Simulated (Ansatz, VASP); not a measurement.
# Sr: VASP beside Ansatz

File INCAR:

```
PREC = Accurate
ENCUT = 520
EDIFF = 1E-7
ISMEAR = -1
SIGMA = 0.05
LREAL = F
LASPH = T
NELM = 60
ALGO = Normal
ISIF = 2
LWAVE = F
LCHARG = F
GGA = PE
NBANDS = 11
```

File KPOINTS:

```
Automatic mesh
0
Gamma
  8 8 8
```

POSCAR

```
Sr
1.0
    0.0000000000      3.1020190703      3.1020190703
    3.1020190703      0.0000000000      3.1020190703
    3.1020190703      3.1020190703      0.0000000000
Sr
1
Direct
    0.0000000000      0.0000000000      0.0000000000
```

input.yaml

```yaml
crystal:
  lattice:
    - [0.0, 3.1020190703, 3.1020190703]
    - [3.1020190703, 0.0, 3.1020190703]
    - [3.1020190703, 3.1020190703, 0.0]
  atoms:
    - { symbol: Sr, position: [0.0, 0.0, 0.0] }
hamiltonian:
  xc: pbe
  pseudopotentials: { kind: paw }
kpoints:
  mp_grid: { grid: [8, 8, 8] }
scf:
  occupations: { method: fermi_dirac, width: 0.05 }
output:
  forces: true
  stress: true
  eigenvalues: true
  write_density: true
  write_potential: true
  elf: true
  volumetric_format: npy
```

Change from the starting cell: volume scaled by 1.06.

Alike in both runs: task single point; functional PBE; k mesh 8 × 8 × 8; occupations fermi-dirac, width 0.05 eV; no spin polarisation.

```csv
,VASP,Ansatz
version,VASP 6.6.1,Ansatz 0.2.0
potentials or method,"VASP PAW PBE potentials, release 64 (Sr_sv)",Ansatz PAW
plane-wave cutoff (eV),520,420
valence electrons in the cell,10,10
```

|  | VASP | Ansatz | Ansatz less VASP |
| --- | --- | --- | --- |
| gap on the k mesh at the Fermi level (eV) | none | none | - |
| pressure (GPa) | -0.9 | -0.9 | 0.00 |

A gap of «none» marks a metal or a gap that the smearing closes. With one functional, cell and mesh, what is left measures potentials, basis and numerics.
